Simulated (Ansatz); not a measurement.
## AlN: opening a crack plane

AlN, F-43m, a = 4.403 Å. This isn't the usual stable structure of the compound. Ansatz: PBE, PAW, 420 eV, Γ-centred 5×7×3 mesh on 12 atoms, Gaussian smearing 0.05 eV; no spin polarisation. One cut on (0-11) per cell of 12 atoms is opened rigidly by x, between planes of Al+N and Al+N that stand 1.56 Å apart; y is the energy per area (13.709 Å², 1 eV/Å² = 16.02 J/m²).

```
x (Å) y (J/m²)
 0.00     0.000
 0.25     0.486
 0.50         ?
 0.75     2.442
 1.00     3.307
 1.50     4.492
 2.00     5.094
 3.00     5.485
 4.50     5.569
 6.00     5.578
```

Question: Fit the universal binding curve y = W[1 − (1 + x/l) e^(−x/l)] to the other rows, give the peak stress, and predict the missing value.

Answer: Least squares gives W = 5.59 J/m² and l = 0.501 Å. The stress dy/dx peaks at x = l with W/(e l) = 41.0 GPa, for rigid faces. At x = 0.50: x/l = 0.998, y = 1.473 J/m². The run gave 1.443 J/m², so the fit is 0.030 J/m² too high, within twice the rms miss on the fitted rows (0.016 J/m²).

Cost: 12 runs of about 2.1 core-minutes in all, on Arm Neoverse V2 (shared hosts).